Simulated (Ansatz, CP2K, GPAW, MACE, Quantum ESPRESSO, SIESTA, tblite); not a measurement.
## Generalised stacking fault on (110) of a LiCl-LiBr solid solution (56 atoms): one structure in several programs

Wanted: errors and costs of other methods on generalised stacking fault on (110) of a LiCl-LiBr solid solution (56 atoms). A plane-wave run serves as the reference.

Program: Ansatz 0.2.0. Level of theory: Kohn-Sham DFT, PBE, PAW, plane waves. Results are calculated unless marked as measured.

**1. The structure**

The cell holds 56 atoms: 28 Li, 10 Br and 18 Cl. Cell: a = 7.448 Å, b = 5.266 Å, c = 26.357 Å, α = 90.0°, β = 85.3°, γ = 90.0°. Rock-salt LiCl lattice (a = 5.2663 Å, the value set for the mixture), cell with z along [110], 2 x 1 x 7 periods; the third cell vector is tilted by 0.583 of 1/2[1-10] and lengthened by 0.2 Å, so the cell holds one fault; displaced by a Gaussian of 0.01 Å; 10 of 28 Cl sites given to Br at random (lattice constant by Vegard's rule between LiCl and LiBr). Then every atom was moved at random, 0.02 Å r.m.s. a Cartesian component. The structure's axis is c.

**2. Reference: Ansatz, plane waves**

The PAW files are the set soft_2.

Contents of input.yaml:

```yaml
crystal:
  lattice:
    - [7.44767, 0.0, 0.0]
    - [0.0, 5.2663, 0.0]
    - [2.17226, 0.0, 26.26686]
  atoms:
    - { symbol: Li, position: [0.71914, 0.00417, 0.99294] }
    - { symbol: Br, position: [0.72715, 0.00088, 0.07141] }
    - { symbol: Li, position: [0.9557, 0.99826, 0.14243] }
    - { symbol: Cl, position: [0.69147, 0.00119, 0.21261] }
    [... 46 atom lines left out ...]
    - { symbol: Li, position: [0.56705, 0.50009, 0.63685] }
    - { symbol: Br, position: [0.29481, 0.49543, 0.70768] }
    - { symbol: Li, position: [0.51986, 0.49627, 0.78006] }
    - { symbol: Br, position: [0.25106, 0.49941, 0.84928] }
    - { symbol: Li, position: [0.47975, 0.49365, 0.92016] }
    - { symbol: Br, position: [0.20739, 0.50397, 0.99255] }
kpoints:
  mp_grid: { grid: [1, 1, 1] }
hamiltonian:
  xc: pbe
scf:
  occupations: { method: fermi_dirac, width: 0.05 }
output:
  forces: true
  eigenvalues: true
  populations: true
  stress: true
```

Run with:

```console
> ansatz run input.yaml --threads 4 --pin off --max-ram 8192MiB --backend cpu --events-out ev --progress --plain --runs-dir out
```

Numbers of over 12 decimals in the logs are rounded to 6 here.

The program printed:

```text
[...]
Pseudopotentials: kind: paw
Pseudopotential: Li, paw, valence charge 3, recommended cutoff 420 eV (normal), Li.paw.azcp
Pseudopotential: Br, paw, valence charge 7, recommended cutoff 420 eV (normal), Br.paw.azcp
Pseudopotential: Cl, paw, valence charge 7, recommended cutoff 420 eV (normal), Cl.paw.azcp
[... 5 lines on functional and potentials left out ...]
Crystal: 56 atoms, lattice volume = 1030.230 Å³
Basis set: ecut = 420 eV, 20197 PW (Γ), exchange–correlation on 100×72×360 points (8 copies of the dense FFT grid, shifted against one another)
Bands: 196, of which v1, the nominal top of the filled ones, is band 140 counted from 1 (139 counted from 0)
Symmetry: 1 space group operations
Space group: P1 (ITA 1), of the structure as read, at distance tolerance 1.0e-4 Å
k-points: 1
[... 7 lines on functional and potentials left out ...]
Initial density: superposition of atomic densities (neutral atoms: chi_scale 0, normalization atom), corrected by the library's trained network
Initial wavefunctions: pseudopotential atomic-orbital guess
[...]
SCF iter   1: F=—  HF=-53089.397483 eV  |F-HF|=—  |Δ(HF+E_count)|=         —  Δρ=2.96e-3  dr2=6.44e-2  ethr=1.77e-3  ⟨swp⟩=11.0  Hψ=1138  notcnv=0  defer=26
preconditioner: auto → Resta (q_TF=auto, 2.196 Å⁻¹)  ε∞=3.0  [insulator: Δε(μ)=5.211 eV  Ē_g=12.379 eV  σ=0.050 eV  W_gap=1.00  n_scr=186 (ndim 8)  ℏωp=17.3 eV  f_vac=0.002  D(μ)=0.00/eV (n_scr^D=0)  ε∞_Penn≈3.0]
[...]
SCF iter   6: F=—  HF=-53089.409064 eV  |F-HF|=—  |Δ(HF+E_count)|=   4.73e-4  Δρ=9.02e-6  dr2=9.18e-7  ethr=2.68e-9  ⟨swp⟩=2.0  Hψ=336  notcnv=0  defer=49
SCF iter   7: F=-53089.409065 eV  HF=-53089.409065 eV  |F-HF|=9.98e-8  |Δ(HF+E_count)|=   7.30e-7  Δρ=2.15e-6  dr2=4.94e-8  ethr=3.57e-11  ⟨swp⟩=17.0  Hψ=1306  notcnv=0
SCF 1 converged in 7 iterations: F = -53089.409065 eV  dr2 = 4.94e-8
[...]
SCF converged after 7 iterations
Free energy (F): -53089.409065 eV
Harris-Foulkes:  -53089.409065 eV  (|F-HF|=9.98e-8)
Internal energy: -53089.409065 eV  (E = F + TS)
E sigma→0 (E₀):  -53089.409065 eV
Fermi energy:    4.882262 eV
--- Per-component energies (eV) ---
[...]
Σ components = -53089.409065   (vs F -53089.409065, Δ=0.00e0)
--- Forces (eV/Å), atoms counted from 1 ---
  atom   1  Li    -0.30454305    -0.00382943    -2.55238318
  atom   2  Br     0.34354200     0.02190866     2.34849869
  atom   3  Li     0.06370144     0.01116474     0.09539453
  atom   4  Cl    -0.07372425    -0.01566712     0.08270420
[...]
atom  56  Br    -0.33861013    -0.01756161    -2.22149553
  max |Σ_I F_I| component: 9.52e-5 eV/Å
--- Stress (GPa, compression-positive) ---
        3.224147       0.000923       0.374225
        0.000923      -2.785254       0.005279
        0.374225       0.005279       1.723462
  P = ⅓ Tr σ = 0.7208 GPa (7.208 kbar)
--- Band table (eV) ---
  k-point 0: bands = ["-42.2167", "-42.1885", "-42.1729", "-42.1715", [... 180 levels ...], "10.9883", "11.1442", "11.1861", "11.2135", "11.2278", "11.2580", "11.3159", "11.3390", "11.4293", "11.4570", "11.4683", "11.4926"]
--- Löwdin populations: 56 sites ---
  site symbol       q [e]
     0     Li      2.2919
     1     Br      7.5785
     2     Li      2.3108
[...]
55     Br      7.5738
  spilling = 0.006600 (of n_electrons = 280.000000)
```

It took 6.9 s on 4 threads of Arm Neoverse V1, shared host; peak memory 0.95 GiB; 24 s of CPU time.

Read from the output:

```yaml
free_energy: -53089.4091 eV
free_energy_per_atom: -948.0252 eV/atom
scf_cycles: 7
pressure: 0.7208 GPa
r_m_s_force_component: 0.5131 eV/Å
longest_force: 3.113 eV/Å
fermi_energy: 4.882 eV
spacing_of_highest_filled_and_lowest_empty_level: 5.255 eV
spilling_of_the_projection: 0.0066
```

Neighbours are counted within 3.06 Å (Li-Cl), 3.08 Å (Li-Br).

Length of the force by element and coordination:

```
element  coordination  atoms  mean length of the force (eV/Å)  spread   least   most
     Br           all     10                            0.839    1.14  0.0492   3.05
     Br             5      3                             2.56   0.353    2.25   3.05
     Br             6      7                            0.102  0.0337  0.0492  0.153
     Cl           all     18                            0.150    0.25  0.0281   1.17
     Cl             5      1                             1.17       0    1.17   1.17
     Cl             6     17                           0.0898  0.0361  0.0281  0.157
     Li           all     28                            0.478   0.761  0.0377   3.11
     Li             5      4                             2.17   0.819   0.894   3.11
     Li             6     24                            0.197  0.0898  0.0377  0.331
```

Löwdin charges by element and coordination (they lack the spilled electrons, 0.033 e an atom on average):

```csv
element,coordination,atoms,mean charge (e),spread,least,most
Br,all,10,-0.568,0.0069,-0.58,-0.559
Br,5,3,-0.577,0.0027,-0.58,-0.574
Br,6,7,-0.564,0.0029,-0.567,-0.559
Cl,all,18,-0.653,0.0037,-0.665,-0.648
Cl,5,1,-0.665,0,-0.665,-0.665
Cl,6,17,-0.652,0.0022,-0.656,-0.648
Li,all,28,0.689,0.0187,0.648,0.716
Li,5,4,0.68,0.0183,0.658,0.708
Li,6,24,0.690,0.0184,0.648,0.716
```

The levels nearest the highest filled one (over half full), pooled over k-points and spins:

```
level less the highest filled one (eV)  occupation
                                -0.550           2
                                -0.533           2
                                -0.392           2
                                -0.367           2
                                -0.194           2
                                     0           2
                                  5.26           0
                                  5.68           0
                                  5.70           0
                                  6.39           0
                                  6.49           0
                                  6.54           0
```

**3. Local order**

Density 2.63 g/cm³, 18.40 Å³ an atom.

g(r), total and by pair (bins of 0.2 Å):

| r (Å) | total | Li-Li | Li-Cl | Li-Br | Cl-Cl | Cl-Br | Br-Br |
| --- | --- | --- | --- | --- | --- | --- | --- |
| 2.00 | 0.12 | 0.00 | 0.00 | 0.69 | 0.00 | 0.00 | 0.00 |
| 2.20 | 0.12 | 0.00 | 0.18 | 0.32 | 0.00 | 0.00 | 0.00 |
| 2.40 | 0.00 | 0.00 | 0.00 | 0.00 | 0.00 | 0.00 | 0.00 |
| 2.60 | 5.95 | 0.00 | 12.25 | 11.22 | 0.00 | 0.00 | 0.00 |
| 2.80 | 0.11 | 0.00 | 0.22 | 0.20 | 0.00 | 0.00 | 0.00 |
| 3.00 | 0.00 | 0.00 | 0.00 | 0.00 | 0.00 | 0.00 | 0.00 |
| 3.20 | 0.00 | 0.00 | 0.00 | 0.00 | 0.00 | 0.00 | 0.00 |
| 3.40 | 0.19 | 0.37 | 0.00 | 0.00 | 0.00 | 0.40 | 1.46 |
| 3.60 | 1.26 | 2.71 | 0.00 | 0.00 | 3.75 | 1.35 | 1.22 |
| 3.80 | 4.63 | 9.04 | 0.00 | 0.00 | 9.05 | 9.80 | 9.35 |
| 4.00 | 0.07 | 0.00 | 0.05 | 0.27 | 0.00 | 0.00 | 0.00 |
| 4.20 | 0.12 | 0.23 | 0.00 | 0.00 | 0.00 | 0.51 | 0.00 |
| 4.40 | 0.17 | 0.11 | 0.20 | 0.29 | 0.00 | 0.11 | 0.41 |
| 4.60 | 2.60 | 0.10 | 5.16 | 4.99 | 0.12 | 0.11 | 0.00 |
| 4.80 | 0.09 | 0.18 | 0.00 | 0.00 | 0.00 | 0.20 | 0.72 |
| 5.00 | 0.17 | 0.00 | 0.26 | 0.47 | 0.00 | 0.00 | 0.00 |
| 5.20 | 1.54 | 2.79 | 0.24 | 0.43 | 3.01 | 2.23 | 3.83 |
| 5.40 | 0.12 | 0.22 | 0.00 | 0.00 | 0.27 | 0.24 | 0.29 |
| 5.60 | 0.05 | 0.00 | 0.03 | 0.23 | 0.00 | 0.00 | 0.00 |
| 5.80 | 3.09 | 0.00 | 6.32 | 5.93 | 0.00 | 0.00 | 0.00 |
| 6.00 | 1.48 | 0.00 | 3.15 | 2.62 | 0.00 | 0.00 | 0.00 |
| 6.20 | 0.00 | 0.00 | 0.00 | 0.00 | 0.00 | 0.00 | 0.00 |
| 6.40 | 3.73 | 7.46 | 0.00 | 0.00 | 7.49 | 7.58 | 6.50 |
| 6.60 | 0.27 | 0.37 | 0.06 | 0.23 | 0.59 | 0.37 | 0.39 |
| 6.80 | 0.18 | 0.23 | 0.11 | 0.19 | 0.05 | 0.40 | 0.00 |
| 7.00 | 0.22 | 0.17 | 0.20 | 0.39 | 0.05 | 0.23 | 0.34 |
| 7.20 | 0.19 | 0.28 | 0.08 | 0.12 | 0.19 | 0.35 | 0.31 |
| 7.40 | 1.37 | 2.74 | 0.01 | 0.05 | 2.93 | 2.47 | 2.67 |

Bonds by pair of elements; cutoffs follow the first minimum of g(r), held within bounds set by covalent radii, and pairs that aren't listed don't count as bonded:

```csv
pair A-B,cutoff (Å),bonds,mean length (Å),spread (Å),shortest (Å),B about A,A about B
Li-Cl,3.06,107,2.63,0.056,2.13,3.82,5.94
Li-Br,3.08,57,2.60,0.129,2.03,2.04,5.7
```

How many atoms have how many bonded neighbours:

```
element  mean  5   6
     Br   5.7  3   7
     Cl  5.94  1  17
     Li  5.86  4  24
```

**4. The other programs**

The programs:
- CP2K 2026.2: Gaussian basis with GTH pseudopotentials and a plane-wave density; labels give functional, basis (MOLOPT sets; SR short-range, UZH the newer set with its own potentials), grid cutoff/relative cutoff and solver (OT: orbital transformation; TRS4, TC2, SIGN: linear-scaling purification with its sparsity filter), or its built-in tight binding.
- GPAW 26.7.0: PAW with atomic orbitals (LCAO), plane waves or a real-space grid of spacing h.
- MACE: machine-learned potential, published weights.
- Quantum ESPRESSO 7.5: plane waves; labels (QE) give functional, pseudopotential set and cutoffs of waves/density.
- SIESTA 5.4.2: numerical atomic orbitals, whose automatically made sets are far from complete, with PseudoDojo norm-conserving potentials that we converted to its format (checked against plane waves on the same files for H, C, O, Si, Ge and Ca alone); labels give functional, basis size, energy shift and mesh cutoff.
- tblite 0.8.0: extended tight binding, driven from Python.

All use the same cell and atoms; the electronic-structure runs use the same k-mesh, and an electronic temperature of 580 K (0.05 eV) where levels are smeared.

Differences are against the plane-wave reference, forces as r.m.s. over components; share is that over the reference's r.m.s. force, slope the least-squares factor from reference forces to these. Total energies of different programs have different zeros and aren't compared.

```csv
run,"Δ force, r.m.s. (meV/Å)",share (%),slope,Δ pressure (GPa),Δ gap (eV),cores,CPU time,memory (GiB)
reference,-,-,-,-,-,4,24 s,0.95
"CP2K PBE+D3(BJ), DZVP-UZH, 800/50 Ry, diagonalisation",25.2,4.91,1.043,-1.85,-0.132,4,7 min,4.5
"CP2K PBE, DZVP-MOLOPT (SR for Li, Br), 800/50 Ry, diagonalisation",29.2,5.70,1.049,0.304,-0.0876,4,9.7 min,4.6
"CP2K PBE, DZVP-UZH, 800/50 Ry, diagonalisation",24.9,4.84,1.043,0.219,-0.132,4,6.8 min,4.5
"CP2K PBE, TZVP-MOLOPT (SR for Li), 800/50 Ry, diagonalisation",12.1,2.37,1.020,0.198,-0.151,4,11 min,4.7
"GPAW PBE, LCAO dzp, h 0.2 Å",85.9,16.7,1.164,-,-0.088,1,71 s,1.0
"GPAW PBE, LCAO dzp, h 0.2 Å, other mixer settings",86.3,16.8,1.165,-,-0.0874,1,90 s,0.95
"GPAW revPBE, LCAO dzp, h 0.2 Å",103,20.0,1.197,-,0.114,1,71 s,1.0
MACE MP-0b2 small potential,41.0,7.99,0.998,0.752,-,1,7.8 s,0.66
MACE MP-0b3 medium potential,34.9,6.80,1.000,0.962,-,1,8.9 s,0.85
MACE MPA-0 medium potential,29,5.65,0.972,0.839,-,1,8.8 s,0.85
"QE PBE, sssp-1.3.0-efficiency, 45/360 Ry",2.44,0.475,1.005,-0.0125,-0.0024,2,7.9 min,2.0
"QE PBE, sssp-1.3.0-efficiency, 45/360 Ry, cg",2.51,0.490,1.005,-0.0238,-0.0014,4,23 min,2.0
"SIESTA PBE, TZP, shift 0.01 Ry, mesh 300 Ry",36.9,7.18,1.069,-0.139,0.0628,2,3.2 min,1.2
tblite GFN1-xTB,295,57.4,1.525,-0.893,-,1,4 s,0.11
```

Times of the machine-learned potentials are mostly Python's start and the loading of weights.

CPU time is summed over cores on a shared host, where runs went side by side, so it is rough. Symmetry, cutoffs, thresholds, outputs and thread counts weren't matched or tuned between programs; memory under MPI is the largest rank's times the ranks.

Runs without a result: CP2K GFN1-xTB, diagonalisation (not converged, the SCF not settling).

Mean charges by element (e), by run and scheme:

```csv
run,scheme,Li,Br,Cl
reference,Löwdin,+0.69,-0.57,-0.65
"CP2K PBE+D3(BJ), DZVP-UZH, 800/50 Ry, diagonalisation",Mulliken,+0.44,-0.37,-0.49
"CP2K PBE+D3(BJ), DZVP-UZH, 800/50 Ry, diagonalisation",Hirshfeld,+0.12,-0.08,-0.14
"CP2K PBE, DZVP-MOLOPT (SR for Li, Br), 800/50 Ry, diagonalisation",Mulliken,+0.43,-0.44,-0.42
"CP2K PBE, DZVP-MOLOPT (SR for Li, Br), 800/50 Ry, diagonalisation",Hirshfeld,+0.12,-0.08,-0.14
"CP2K PBE, DZVP-UZH, 800/50 Ry, diagonalisation",Mulliken,+0.44,-0.37,-0.49
"CP2K PBE, DZVP-UZH, 800/50 Ry, diagonalisation",Hirshfeld,+0.12,-0.08,-0.14
"CP2K PBE, TZVP-MOLOPT (SR for Li), 800/50 Ry, diagonalisation",Mulliken,+0.64,-0.61,-0.65
"CP2K PBE, TZVP-MOLOPT (SR for Li), 800/50 Ry, diagonalisation",Hirshfeld,+0.12,-0.09,-0.14
"SIESTA PBE, TZP, shift 0.01 Ry, mesh 300 Ry",Hirshfeld,+0.02,+0.01,-0.04
tblite GFN1-xTB,Mulliken,+0.33,-0.16,-0.42
```

The reference's Löwdin charges lack the electrons that the projection spills, 0.033 e an atom on average.

Within one program, basis, potentials and functional, energies share a zero. Each run against its twin at the usual cutoff or grid and solver:

| run | twin | Δ energy (meV/atom) | Δ force, r.m.s. (meV/Å) | CPU time over the twin's |
| --- | --- | --- | --- | --- |
| GPAW PBE, LCAO dzp, h 0.2 Å, other mixer settings | LCAO dzp, h 0.2 Å | 0 | 1.51 | 1.3 |
| QE PBE, sssp-1.3.0-efficiency, 45/360 Ry, cg | sssp-1.3.0-efficiency, 45/360 Ry | 0 | 0.655 | 2.9 (this twin ran on 2 cores) |

**5. Outcome**

* reference r.m.s. force component: 0.513 eV/Å
* nearest in forces: QE PBE, sssp-1.3.0-efficiency, 45/360 Ry, 0.48 %
* farthest in forces: tblite GFN1-xTB, 57 %
* cheapest electronic-structure run beside the reference: tblite GFN1-xTB, 4 s of CPU time

What this shows: PBE on plane waves or a grid with other potentials, cutoffs or grids differs from the reference by 0.48 % (QE PBE, sssp-1.3.0-efficiency, 45/360 Ry) to 0.49 % (QE PBE, sssp-1.3.0-efficiency, 45/360 Ry, cg) of the r.m.s. force; this holds the reference's own error, so differences of a few per cent don't tell which side is nearer the exact PBE result (QE's 45 Ry are 612 eV, against the reference's 420 eV). The PBE runs in local orbitals differ by 2.4 % (CP2K PBE, TZVP-MOLOPT (SR for Li), 800/50 Ry, diagonalisation) to 17 % (GPAW PBE, LCAO dzp, h 0.2 Å, other mixer settings); basis, grid and potentials can all enter. Tight binding differs by 57 % (tblite GFN1-xTB); it is another model, with fitted parameters of its own, and the xTB methods hold dispersion. Machine-learned potentials differ by 5.7 % (MACE MPA-0 medium potential) to 8.0 % (MACE MP-0b2 small potential); they were trained on other programs' data. Rows with another functional or a dispersion term differ by 4.9 % (CP2K PBE+D3(BJ), DZVP-UZH, 800/50 Ry, diagonalisation) to 20 % (GPAW revPBE, LCAO dzp, h 0.2 Å), which mixes the change of model with differences of basis and potentials. One electronic-structure run takes under half the reference's CPU time: tblite GFN1-xTB, at 57 % in 4 s against 24 s. GPAW PBE, LCAO dzp, h 0.2 Å, other mixer settings stiffens the forces by a factor of 1.16 while following their directions (correlation 1.000); the slopes of the 3 GPAW runs lie between 1.16 and 1.20. At the same functional, gaps differ from the reference's 5.26 eV by between -0.15 and +0.06 eV. These are spacings on the run's k-points, which needn't hold the band edges. Charges hang on model, scheme and program or settings: among these rows the mean for Li runs from +0.02 to +0.69 e. In the reference: filled and empty levels are parted by 5.26 eV at Γ alone; the mesh holds the band edges only if they fold onto it, so the gap at this level can be narrower or closed, while semilocal functionals tend to narrow gaps against experiment. In the reference: mean Löwdin charges: Br -0.57, Cl -0.65, Li +0.69 e (they miss 0.66 % of the electrons, so they add up to more than the cell's charge). Periodic xTB results under one method name differ between programs and library versions. The potentials hold different valence shells: 280 electrons in the reference, 224 in GPAW; this bears on time and differences. Machine-learned potentials mimic data converged in k, so the reference's own k-point error enters their differences. The cell is under 6 Å thick along one periodic direction, so every atom has periodic images of itself close by, which move with it and show among its neighbours and in g(r). The reference's stress is far from hydrostatic: its diagonal is 3.2, -2.8, 1.7 GPa, compression counted positive. The host structure and its lattice constant were typed by rule, without a check against the phase diagram. The electronic-structure runs sample only Γ, in a cell whose shortest periodic width is 5 Å.

[Also dropped from logs without a mark: logging warnings of Python, and SIESTA's first energy breakdown and zero terms.]

[Logs are printed without paths, hosts, clocks, repeated set-up lines and the standing remarks that a program may print on its own settings, such as how far it seeks lower states.]

[Hosts, paths, dates, database ids (printed as entryN), source tags and the programs' standing remarks are cut or masked in the printed files.]
